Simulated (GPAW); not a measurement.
# ZnSe (Stilleite) (F-43m) in GPAW: settings compared, part 2 of 3

GPAW 26.7.0. Earlier steps stand in the parts before.

### 3 Band structure, BLYP

The input, run.py:

```python
from ase import Atoms
from ase.dft.bandgap import bandgap
from ase.io import write
from ase.units import GPa
from gpaw import GPAW, PW, setup_paths

setup_paths.insert(0, '.')

atoms = Atoms(['Se', 'Zn'],
              cell=[[0.0, 2.8338, 2.8338],
                    [2.8338, 0.0, 2.8338],
                    [2.8338, 2.8338, 0.0]],
              scaled_positions=[[0.75, 0.75, 0.75],
                                [0.0, 0.0, 0.0]],
              pbc=True)

calc = GPAW(mode=PW(600),
            xc='BLYP',
            kpts={'size': (8, 8, 8), 'gamma': True},
            occupations={'name': 'fermi-dirac', 'width': 0.05},
            nbands=18,
            convergence={'density': 1e-05, 'energy': 1e-05},
            eigensolver='davidson',
            maxiter=150,
            txt='gpaw.txt')
atoms.calc = calc
energy = atoms.get_potential_energy()
forces = atoms.get_forces()
stress = atoms.get_stress()
calc.write('gs.gpw')
write('result.traj', atoms)
print(f'Energy: {energy:.6f} eV')
print('Forces (eV/A):')
print(forces.round(4))
print('Stress (GPa):', (stress / GPa).round(3))
print('Fermi level:', round(calc.get_fermi_level(), 4), 'eV')
print(f'Gap: {bandgap(calc)[0]:.4f} eV, direct: {bandgap(calc, direct=True)[0]:.4f} eV')

path = atoms.cell.bandpath('GXWKGLUWLK,UX', npoints=100, eps=1e-4)
bs_calc = calc.fixed_density(kpts=path, symmetry='off', nbands=29,
                             convergence={'bands': 'CBM+6.0', 'eigenstates': 1e-6}, txt='bands.txt')
bs = bs_calc.band_structure()
bs.write('bs.json')
print(f'Gap on the path: {bandgap(bs_calc)[0]:.4f} eV')
```

Potentials or basis: PAW data sets generated in the run's folder for this functional, pw.

Started as:

```console
$ gpaw-setup -f BLYP Se Zn
$ OMP_NUM_THREADS=1 python run.py
```

gpaw.txt:

```text
__  _  _
 | _ |_)|_||  |
 |__||  | ||/\| - 26.7.0

Input parameters:
  mode=PW(ecut=600.0),
  convergence={'density': 1e-05, 'energy': 1e-05},
  eigensolver=Davidson(niter=2),
  kpts=MonkhorstPack(size=(8, 8, 8), gamma=True),
  maxiter=150,
  nbands=18,
  occupations=Occupations(name='fermi-dirac', width=0.05),
  xc=XC(name='BLYP')

Diagonalizing LCAO Hamiltonian
Converting LCAO to pw mode

                    Se

       Zn

Atoms  # Å, Bohr magnetons
|   | symbol |        x |        y |        z |    initial magnetic moments |
|---|--------|----------|----------|----------|-----------------------------|
| 0 |     Se | 4.250700 | 4.250700 | 4.250700 | ( 0.0000,  0.0000,  0.0000) |
| 1 |     Zn | 0.000000 | 0.000000 | 0.000000 | ( 0.0000,  0.0000,  0.0000) |

Unit cell  # Å
| periodic |        x |        y |        z |  lengths |    angles |
|----------|----------|----------|----------|----------|-----------|
|      yes | 0.000000 | 2.833800 | 2.833800 | 4.007598 | 60.000000 |
|      yes | 2.833800 | 0.000000 | 2.833800 | 4.007598 | 60.000000 |
|      yes | 2.833800 | 2.833800 | 0.000000 | 4.007598 | 60.000000 |

Number of symmetries: 24
Symmetry operations  # r_c * U_cc + t_c -> r_c
|    | kind |            matrix            |
|----|------|------------------------------|
|  0 |  E   |  1, 0, 0,  0, 1, 0,  0, 0, 1 |
|  1 |  σ   |  1, 0, 0,  0, 0, 1,  0, 1, 0 |
|  2 |  σ   |  1, 0,-1,  0, 1,-1,  0, 0,-1 |
|  3 |  C3  |  1, 0,-1,  0, 0,-1,  0, 1,-1 |
|  4 |  C3  |  1,-1, 0,  0,-1, 1,  0,-1, 0 |
|  5 |  σ   |  1,-1, 0,  0,-1, 0,  0,-1, 1 |
|  6 |  σ   |  0, 1, 0,  1, 0, 0,  0, 0, 1 |
|  7 |  C3  |  0, 1, 0,  0, 0, 1,  1, 0, 0 |
|  8 |  C2  |  0, 1,-1,  1, 0,-1,  0, 0,-1 |
|  9 |  S4  |  0, 1,-1,  0, 0,-1,  1, 0,-1 |
| 10 |  C3  |  0, 0, 1,  1, 0, 0,  0, 1, 0 |
| 11 |  σ   |  0, 0, 1,  0, 1, 0,  1, 0, 0 |
| 12 |  S4  |  0, 0,-1,  1, 0,-1,  0, 1,-1 |
| 13 |  C3  |  0, 0,-1,  0, 1,-1,  1, 0,-1 |
| 14 |  S4  |  0,-1, 1,  1,-1, 0,  0,-1, 0 |
| 15 |  C2  |  0,-1, 1,  0,-1, 0,  1,-1, 0 |
| 16 |  C3  |  0,-1, 0,  1,-1, 0,  0,-1, 1 |
| 17 |  S4  |  0,-1, 0,  0,-1, 1,  1,-1, 0 |
| 18 |  S4  | -1, 1, 0, -1, 0, 1, -1, 0, 0 |
| 19 |  C3  | -1, 1, 0, -1, 0, 0, -1, 0, 1 |
| 20 |  C3  | -1, 0, 1, -1, 1, 0, -1, 0, 0 |
| 21 |  S4  | -1, 0, 1, -1, 0, 0, -1, 1, 0 |
| 22 |  σ   | -1, 0, 0, -1, 1, 0, -1, 0, 1 |
| 23 |  C2  | -1, 0, 0, -1, 0, 1, -1, 1, 0 |

BZ-sampling:
  Number of BZ points: 512
  Number of IBZ points: 29

  Monkhorst-Pack size: [8, 8, 8]
  Monkhorst-Pack shift: [0.0625, 0.0625, 0.0625]

K-points  # in reciprocal-cell coordinates
|     |                                coordinates |     weight |
|-----|--------------------------------------------|------------|
[... 67 lines left out ...]
    compensation charges:
      type: gauss
      rc: 0.37  # [Å]
      lmax: 2
    cutoffs:
      filter: 2.14  # [Å]
      core: 2.28  # [Å]
    projectors
    | kind |    occ | energy [eV] | rcut [Å] |
    |------|--------|-------------|----------|
    |   4s |  2.000 |      -5.960 |    1.286 |
    |   4p |  0.000 |      -1.110 |    1.270 |
    |   3d | 10.000 |     -10.055 |    1.180 |
    |    s |        |      21.251 |    1.286 |
    |    p |        |      26.102 |    1.270 |
    |    d |        |      17.157 |    1.180 |

    Using partial waves for Zn as LCAO basis

Reference energy: -114986.655317  # eV

eigensolver:
  Davidson
  Converge bands: occupied
  niter=2

density mixing:
  MSR1-Mixer
  Pratt-step length: 0.05
  Maximum mixing coefficient: 0.75
  Old densities: 10
  SVD Regularization: 0.005
  Good broyden scale: 1.0
  Trust region scale: 1.0
  Backstep threshold: 4.0
  History deletion threshold: 6.0
  Fourier metric: weight=20.0, sigma=0.015

occupation numbers:
  Fermi-Dirac:
    width: 0.0500  # eV

poisson solver:
  ecut: 4800.0  # eV

xc functional:
  name: BLYP with 2 nearest neighbor stencil

convergence criteria:
[... 6 lines left out ...]
|iter     | |      energy | eigst |  dens |
|---------|-|-------------|-------|-------|
|iter:   1| |   -5.232714 | -0.29 |       |
|iter:   2| |   -5.181021 | -1.47 | -1.21 |
|iter:   3| |   -4.985464 | -1.45 | -1.25 |
|iter:   4| |   -4.969817 | -2.22 | -1.80 |
|iter:   5| |   -4.965066 | -3.03 | -2.14 |
|iter:   6| |   -4.965289 | -4.03 | -2.56 |
|iter:   7| |   -4.965291 | -5.75 | -3.55 |
|iter:   8| |   -4.965293c| -6.12 | -3.90 |
|iter:   9| |   -4.965293c| -7.09 | -4.46 |
|iter:  10| |   -4.965293c| -8.24c| -5.28c|

Converged in 10 steps
Energy contributions relative to reference atoms: (reference = -114986.655317)

Energy contributions:
  Kinetic:          20.276681
  Coulomb:         -17.599337
  Zero:             -0.001045
  External:          0.000000
  Xc:               -7.641592
  Entropy:          -0.000000
  Spinorbit:         0.000000
  ----------------------------
  Free energy:      -4.965293
  Extrapolated:     -4.965293

dipole moment: (-7.190812, -7.190812, -7.190812)  # |e|*Ang

Fermi level: 4.909
Eigenvalues  # (at kpt = [0.000, 0.000, 0.000])
| band index |      eig [eV] | occ [0-2] |
|------------|---------------|-----------|
|          0 |        -9.033 |     2.000 |
|          1 |        -2.345 |     2.000 |
|          2 |        -2.345 |     2.000 |
|          3 |        -2.345 |     2.000 |
|          4 |        -1.980 |     2.000 |
|          5 |        -1.980 |     2.000 |
[... 10 lines left out ...]
|         16 |        17.492 |     0.000 |
|         17 |        17.492 |     0.000 |

Gap: 1.248 eV
Transition (v -> c):
  (s=0, k=0, n=8, [0.00, 0.00, 0.00]) -> (s=0, k=0, n=9, [0.00, 0.00, 0.00])
No difference between direct/indirect transitions

Forces  # eV/Ang
|        x |        y |        z |
|----------|----------|----------|
|  0.00000 |  0.00000 |  0.00000 |  # Se   0
| -0.00000 | -0.00000 | -0.00000 |  # Zn   1

Stress tensor  # eV/Ang^3
|         x |         y |         z |
|-----------|-----------|-----------|
| -0.031654 |  0.000000 |  0.000000 |
|  0.000000 | -0.031654 | -0.000000 |
|  0.000000 | -0.000000 | -0.031654 |

# Writing to gs.gpw (mode='')
```

stdout:

```text
Energy: -4.965293 eV
Forces (eV/A):
[[ 0.  0.  0.]
 [-0. -0. -0.]]
Stress (GPa): [-5.071 -5.071 -5.071 -0.     0.     0.   ]
Fermi level: 4.9088 eV
Gap: 1.2477 eV, direct: 1.2477 eV
Gap on the path: 1.2477 eV
```

bands.txt:

```text
Diagonalizing LCAO Hamiltonian
Converting LCAO to pw mode
convergence criteria:
- Maximum integral of absolute [eigenst]ate change: 1e-06 eV^2 / valence electron
maximum number of iterations: 150

SCF iterations
|iter     | |      energy | eigst |  dens |
|---------|-|-------------|-------|-------|
|iter:   1| |             | +0.26 |       |
[... 113 lines left out ...]
         [0.375     , 0.375     , 0.75      ],
         [0.625     , 0.25      , 0.625     ],
         [0.60416667, 0.20833333, 0.60416667],
         [0.58333333, 0.16666667, 0.58333333],
         [0.5625    , 0.125     , 0.5625    ],
         [0.54166667, 0.08333333, 0.54166667],
         [0.52083333, 0.04166667, 0.52083333],
         [0.5       , 0.        , 0.5       ]])),
  maxiter=150,
  nbands=29,
  occupations=Occupations(name='fermi-dirac', width=0.05),
  symmetry=Symmetry(point_group=False, time_reversal=False),
  xc=XC(name='BLYP')
```

Run time: 91 s. Hardware: 1 thread of Intel Xeon Platinum 8259CL at 2.50GHz (Skylake/Cascade Lake), shared host; peak memory 0.28 GiB.

What came out:

```
Free energy             : -4.9653 eV
Pressure                : 5.1 GPa
Band gap on the k mesh  : 1.25 eV, direct
Band gap along the path : 1.25 eV, direct
```

Levels at the corners of the path, in eV from the valence-band top:
| point | band 6 | band 7 | band 8 | band 9 | band 10 | band 11 | band 12 | band 13 |
| --- | --- | --- | --- | --- | --- | --- | --- | --- |
| Γ | -6.23 | 0.00 | 0.00 | 0.00 | 1.25 | 5.86 | 5.86 | 5.86 |
| X | -6.05 | -4.76 | -2.15 | -2.15 | 3.15 | 3.50 | 10.79 | 11.23 |
| W | -5.93 | -4.69 | -2.71 | -2.61 | 5.48 | 5.63 | 7.03 | 7.88 |
| K | -5.97 | -4.72 | -3.03 | -1.77 | 3.67 | 5.63 | 9.16 | 9.31 |
| Γ | -6.23 | 0.00 | 0.00 | 0.00 | 1.25 | 5.86 | 5.86 | 5.86 |
| L | -6.07 | -5.18 | -0.86 | -0.86 | 2.53 | 6.47 | 6.47 | 8.74 |
| U | -5.97 | -4.72 | -3.03 | -1.77 | 3.67 | 5.63 | 9.16 | 9.31 |
| W | -5.93 | -4.69 | -2.71 | -2.61 | 5.48 | 5.63 | 7.03 | 7.88 |
| L | -6.07 | -5.18 | -0.86 | -0.86 | 2.53 | 6.47 | 6.47 | 8.74 |
| K | -5.97 | -4.72 | -3.03 | -1.77 | 3.67 | 5.63 | 9.16 | 9.31 |
| U | -5.97 | -4.72 | -3.03 | -1.77 | 3.67 | 5.63 | 9.16 | 9.31 |
| X | -6.05 | -4.76 | -2.15 | -2.15 | 3.15 | 3.50 | 10.79 | 11.23 |

### 4 Band structure, r2SCAN

Edit run.py of step 3 so:

```diff
@@ -1,19 +1,10 @@
-from ase import Atoms
 from ase.dft.bandgap import bandgap
-from ase.io import write
+from ase.io import read, write
 from ase.units import GPa
-from gpaw import GPAW, PW, setup_paths
+from gpaw import GPAW, PW
 
-setup_paths.insert(0, '.')
-
-atoms = Atoms(['Se', 'Zn'],
-              cell=[[0.0, 2.8338, 2.8338],
-                    [2.8338, 0.0, 2.8338],
-                    [2.8338, 2.8338, 0.0]],
-              scaled_positions=[[0.75, 0.75, 0.75],
-                                [0.0, 0.0, 0.0]],
-              pbc=True)
+atoms = read('POSCAR')
 
 calc = GPAW(mode=PW(600),
-            xc='BLYP',
+            xc='MGGA_X_R2SCAN+MGGA_C_R2SCAN',
             kpts={'size': (8, 8, 8), 'gamma': True},
@@ -22,3 +13,2 @@
             convergence={'density': 1e-05, 'energy': 1e-05},
-            eigensolver='davidson',
             maxiter=150,
```

The input, POSCAR:

```
ZnSe
1.0
    0.0000000000      2.8338000000      2.8338000000
    2.8338000000      0.0000000000      2.8338000000
    2.8338000000      2.8338000000      0.0000000000
Se Zn
1 1
Direct
    0.7500000000      0.7500000000      0.7500000000
    0.0000000000      0.0000000000      0.0000000000
```

Potentials or basis: GPAW PAW data sets (gpaw-data 1.2.1), pw.

Started as:

```console
$ OMP_NUM_THREADS=1 python run.py
```

It took 4 min on 1 thread of Intel Xeon Platinum 8259CL at 2.50GHz (Skylake/Cascade Lake), shared host; peak memory 0.39 GiB.

The run converged. Its results:

| Quantity | Value |
| --- | --- |
| Free energy | -22.1788 eV |
| Pressure | -0.4 GPa |
| Band gap on the k mesh | 1.87 eV, direct |
| Band gap along the path | 1.87 eV, direct |

Levels at the corners of the path, in eV from the valence-band top:
```
point  band 5  band 6  band 7  band 8  band 9  band 10  band 11  band 12  band 13
    Γ   -6.24   -6.24    0.00    0.00    0.00     1.87     6.31     6.31     6.31
    X   -6.19   -6.06   -4.79   -2.24   -2.24     3.34     3.88    11.51    12.07
    W   -6.27   -5.93   -4.72   -2.82   -2.71     5.84     6.08     7.60     8.21
    K   -6.22   -5.97   -4.76   -3.15   -1.83     3.99     6.06     9.64     9.91
    Γ   -6.24   -6.24    0.00    0.00    0.00     1.87     6.31     6.31     6.31
    L   -6.22   -6.08   -5.31   -0.89   -0.89     3.05     6.87     6.87     9.07
    U   -6.22   -5.97   -4.76   -3.15   -1.83     3.99     6.06     9.64     9.91
    W   -6.27   -5.93   -4.72   -2.82   -2.71     5.84     6.08     7.60     8.21
    L   -6.22   -6.08   -5.31   -0.89   -0.89     3.05     6.87     6.87     9.07
    K   -6.22   -5.97   -4.76   -3.15   -1.83     3.99     6.06     9.64     9.91
    U   -6.22   -5.97   -4.76   -3.15   -1.83     3.99     6.06     9.64     9.91
    X   -6.19   -6.06   -4.79   -2.24   -2.24     3.34     3.88    11.51    12.07
```

Caveat: the PAW data sets were made with another functional, which shifts forces and pressure a little.

### 5 Band structure, r2SCAN, spin-orbit coupling, no magnetisation

Edit run.py of step 4 so:

```diff
@@ -1 +1,2 @@
+import numpy as np
 from ase.dft.bandgap import bandgap
@@ -4,2 +5,3 @@
 from gpaw import GPAW, PW
+from gpaw.spinorbit import soc_eigenstates
 
@@ -9,3 +11,3 @@
             xc='MGGA_X_R2SCAN+MGGA_C_R2SCAN',
-            kpts={'size': (8, 8, 8), 'gamma': True},
+            kpts={'size': (6, 6, 6), 'gamma': True},
             occupations={'name': 'fermi-dirac', 'width': 0.05},
@@ -28,3 +30,3 @@
 
-path = atoms.cell.bandpath('GXWKGLUWLK,UX', npoints=100, eps=1e-4)
+path = atoms.cell.bandpath('GXWKGLUWLK,UX', npoints=80, eps=1e-4)
 bs_calc = calc.fixed_density(kpts=path, symmetry='off', nbands=29,
@@ -34 +36,7 @@
 print(f'Gap on the path: {bandgap(bs_calc)[0]:.4f} eV')
+
+soc = soc_eigenstates(bs_calc, theta=54.7, phi=45, ignore_xc_potential=True)
+np.savetxt('soc_bands.dat', soc.eigenvalues(), fmt='%.4f')
+mesh = soc_eigenstates('gs.gpw', theta=54.7, phi=45, ignore_xc_potential=True)
+np.savetxt('soc_mesh.dat', mesh.eigenvalues(), fmt='%.4f')
+print('Fermi level with spin-orbit coupling:', round(mesh.fermi_level, 4), 'eV')
```

POSCAR is that of step 4.

Started as:

```console
$ OMP_NUM_THREADS=1 python run.py
```

Wall time 3 min (1 thread of Intel Xeon Platinum 8259CL at 2.50GHz (Skylake/Cascade Lake), shared host); peak memory 0.38 GiB.

Results (log left out):

| Quantity | Value |
| --- | --- |
| Free energy | -22.1749 eV |
| Pressure | -0.4 GPa |
| Band gap on the k mesh | 1.74 eV, direct |
| Band gap along the path | 1.74 eV, direct |

Levels at the corners of the path, in eV from the valence-band top:
```
point  band 15  band 16  band 17  band 18  band 19  band 20  band 21  band 22
    Γ     0.00     0.00     0.00     0.00     1.74     1.74     6.08     6.08
    X    -2.46    -2.46    -2.28    -2.28     3.21     3.21     3.75     3.75
    W    -3.06    -2.88    -2.83    -2.81     5.67     5.71     5.91     6.03
    K    -3.34    -3.22    -1.96    -1.96     3.86     3.86     5.88     5.98
    Γ     0.00     0.00     0.00     0.00     1.74     1.74     6.08     6.08
    L    -1.13    -1.13    -0.90    -0.90     2.92     2.92     6.71     6.71
    U    -3.34    -3.22    -1.96    -1.96     3.86     3.86     5.88     5.98
    W    -3.06    -2.88    -2.83    -2.81     5.67     5.71     5.91     6.03
    L    -1.13    -1.13    -0.90    -0.90     2.92     2.92     6.71     6.71
    K    -3.34    -3.22    -1.96    -1.96     3.86     3.86     5.88     5.98
    U    -3.34    -3.22    -1.96    -1.96     3.86     3.86     5.88     5.98
    X    -2.46    -2.46    -2.28    -2.28     3.21     3.21     3.75     3.75
```

Caveat: spin-orbit coupling was added after a scalar SCF, so levels and gaps hold it while energy, forces, pressure and moments don't; this program's spin-orbit splittings come out too wide for heavy elements; the PAW data sets were made with another functional, which shifts forces and pressure a little.

[end of part 2 of 3]
